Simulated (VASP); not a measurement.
Here is the system:

```yaml
crystal:
  lattice:
    - [0.00000, 2.31000, 2.31000]
    - [2.31000, 0.00000, 2.31000]
    - [2.31000, 2.31000, 0.00000]
  atoms:
    - { symbol: Li, position: [0.25000, 0.25000, 0.25000] }
    - { symbol: Li, position: [0.75000, 0.75000, 0.75000] }
    - { symbol: O, position: [0.00000, 0.00000, 0.00000] }
```

These are PBE GGA, VASP's PBE PAW potentials (set 64) (plane waves; VASP 6.6.1) values and carry that method's errors. Settings: 520 eV cut-off, 11×11×11 Γ-centred mesh, Gaussian smearing of 0.010 eV, potentials Li_sv O.

Task: Give the direction-averaged independent-particle dielectric function (no local fields, no excitons; a broadening of 0.1 eV leaves a tail below the gap, and fine structure carries the noise of the k-mesh).

Result: 
```json
[
 {"ħω (eV)": "0.00", "ε₁": "2.96", "ε₂": "0.00"},
 {"ħω (eV)": "0.50", "ε₁": "2.97", "ε₂": "0.00"},
 {"ħω (eV)": "1.10", "ε₁": "2.99", "ε₂": "0.00"},
 {"ħω (eV)": "1.60", "ε₁": "3.03", "ε₂": "0.00"},
 {"ħω (eV)": "2.20", "ε₁": "3.09", "ε₂": "0.00"},
 {"ħω (eV)": "2.70", "ε₁": "3.16", "ε₂": "0.00"},
 {"ħω (eV)": "3.30", "ε₁": "3.28", "ε₂": "0.00"},
 {"ħω (eV)": "3.80", "ε₁": "3.42", "ε₂": "0.00"},
 {"ħω (eV)": "4.40", "ε₁": "3.67", "ε₂": "0.00"},
 {"ħω (eV)": "4.90", "ε₁": "4.03", "ε₂": "0.00"},
 {"ħω (eV)": "5.50", "ε₁": "4.71", "ε₂": "1.03"},
 {"ħω (eV)": "6.10", "ε₁": "5.38", "ε₂": "1.91"},
 {"ħω (eV)": "6.60", "ε₁": "5.91", "ε₂": "3.22"},
 {"ħω (eV)": "7.20", "ε₁": "2.90", "ε₂": "4.07"},
 {"ħω (eV)": "7.70", "ε₁": "2.02", "ε₂": "2.96"},
 {"ħω (eV)": "8.30", "ε₁": "1.59", "ε₂": "3.68"},
 {"ħω (eV)": "8.80", "ε₁": "0.34", "ε₂": "2.07"},
 {"ħω (eV)": "9.40", "ε₁": "0.42", "ε₂": "0.54"},
 {"ħω (eV)": "9.90", "ε₁": "1.59", "ε₂": "0.12"},
 {"ħω (eV)": "10.50", "ε₁": "3.07", "ε₂": "0.85"},
 {"ħω (eV)": "11.00", "ε₁": "2.64", "ε₂": "3.00"},
 {"ħω (eV)": "11.60", "ε₁": "2.42", "ε₂": "1.48"},
 {"ħω (eV)": "12.20", "ε₁": "2.06", "ε₂": "2.89"},
 {"ħω (eV)": "12.70", "ε₁": "1.98", "ε₂": "5.10"},
 {"ħω (eV)": "13.30", "ε₁": "0.11", "ε₂": "4.73"},
 {"ħω (eV)": "13.80", "ε₁": "-0.05", "ε₂": "2.01"},
 {"ħω (eV)": "14.40", "ε₁": "-0.67", "ε₂": "1.41"},
 {"ħω (eV)": "14.90", "ε₁": "-0.12", "ε₂": "1.11"},
 {"ħω (eV)": "15.50", "ε₁": "0.07", "ε₂": "1.53"},
 {"ħω (eV)": "16.00", "ε₁": "0.00", "ε₂": "1.02"},
 {"ħω (eV)": "16.60", "ε₁": "0.28", "ε₂": "0.54"},
 {"ħω (eV)": "17.20", "ε₁": "0.66", "ε₂": "1.25"}
]
```
ε₂ peaks at 6.9 eV (height 7.6), 7.5 eV (height 5.2), 8.4 eV (height 5.7), 8.9 eV (height 4.8), 12.7 eV (height 5.1); ε₁(0) averages 2.96, so the electronic refractive index below the gap tends to √2.96 = 1.72.

The compound is Li2O in the antifluorite structure. The cell was not relaxed at this level.
